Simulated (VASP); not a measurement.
A run of VASP 6.6.1 is set up as follows.

INCAR

```
SYSTEM = NaI
  PREC = Accurate
  ENCUT = 520
  EDIFF = 1E-6
  ISMEAR = 0
  SIGMA = 0.016
  LREAL = .FALSE.
  LASPH = .TRUE.
  NELM = 100
  ALGO = Normal
  ISIF = 2
  LWAVE = .FALSE.
  LCHARG = .FALSE.
  GGA = PE
```

File KPOINTS:

```
Automatic mesh
0
G
  7 7 7
  0 0 0
```

POSCAR

```
NaI
1.0
    0.0000000000      3.2364000000      3.2364000000
    3.2364000000      0.0000000000      3.2364000000
    3.2364000000      3.2364000000      0.0000000000
I Na
1 1
Direct
    0.5000000000      0.5000000000      0.5000000000
    0.0000000000      0.0000000000      0.0000000000
```

Potentials or basis: VASP PAW PBE potentials, release 64 (I, Na_pv).

The run is started by

```console
$ cat potpaw_PBE.64/I/POTCAR potpaw_PBE.64/Na_pv/POTCAR > POTCAR
$ mpirun -np 1 vasp_std > vasp.out
```

Task: Estimate the pressure.

Result: 0.4 GPa.

Task: Predict the band gap on the k mesh.

Result: 3.64 eV, direct.

Caveat: spin-orbit coupling is left out, which moves the levels of the heavy elements. Expect the measured gap to be larger: semilocal functionals such as PBE lack the derivative discontinuity.
